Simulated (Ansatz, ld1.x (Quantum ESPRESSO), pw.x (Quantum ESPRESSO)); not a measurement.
Equation-of-state test of one TM potential (lithium (Li))

Li (Z = 3), norm-conserving Troullier–Martins (Kleinman–Bylander form), made with ld1.x (Quantum ESPRESSO) 7.5 (PBE, scalar-relativistic). Core [He], reference 2s0.5 2p0.5. Waves: 2s (bound): rc 2.40 bohr; 2p (bound): rc 4.20 bohr; 3d channel at 0.05 Ry: rc 4.10 bohr. Local part: all-electron potential smoothed inside 2.60 bohr (lloc = -1). Core correction: none.

Atomic tests: cutoffs needed: 6 Ry and 6 Ry (the cutoffs (Ry, on a coarse ladder) from which the occupation-weighted sum of valence levels, in a spherical-Bessel basis at the reference potential, stays within 10 and 1 mRy of its value at 400 Ry); ghost test: no extra level below or beside the all-electron valence levels (s, p, d, f tested) (spherical-Bessel basis up to 400 Ry, 20 bohr box); largest excitation error: +4.4 meV (all-electron minus pseudo) for 2s0.5 2p0, out of 3 test configurations.

Crystal test: fcc Li in pw.x 7.5, no spin, 13³ k-points, Fermi–Dirac smearing 0.01 Ry, cutoffs 35/140 Ry. The reference is all-electron LAPW (Ansatz 0.2.0) with the same functional, mesh and smearing; V0 and B0 come from Birch–Murnaghan fits to the pressures at five volumes. Errors are pseudo minus all-electron; Δ is the rms difference of the E(V) curves that follow from these fits, minima aligned, over ±6 % about the mean V0. Mesh and smearing are coarse, so the numbers serve the comparison and aren't converged zero-temperature values; the lattice is a test structure that the element need not adopt.

All-electron: a0 = 4.329 Å (V0 = 20.28 Å³/atom), B0 = 13.7 GPa.

How far does the potential miss the all-electron equation of state?

mean pressure error (GPa): -0.90. The pressure does not cross zero within the volumes sampled, so no fit is given. The largest radius (4.20 bohr) exceeds half the bond length (2.90 bohr), so the spheres overlap, which is one possible source of error among others. This is a poor potential for the solid.

| V (Å³/atom) | P all-electron (GPa) | P pseudo (GPa) |
| --- | --- | --- |
| 19.331 | 0.71 | -0.38 |
| 19.839 | 0.31 | -0.67 |
| 20.348 | -0.05 | -0.93 |
| 20.857 | -0.37 | -1.17 |
| 21.365 | -0.66 | -1.38 |

At the middle volume, how do free energy and pressure move when the wave cutoff is lowered (ecutrho kept at four times it)?

| cutoff (Ry) | shift of F (meV/atom) | shift of P (GPa) |
| --- | --- | --- |
| 16 | +0.7 | -0.02 |
| 21 | +0.1 | -0.00 |
| 28 | +0.0 | +0.00 |

The run at the middle volume (84 k-points, 6 iterations) took about 5.7 s on one core of a shared host (Neoverse-N1, 64 threads, 498 GiB, load 26).
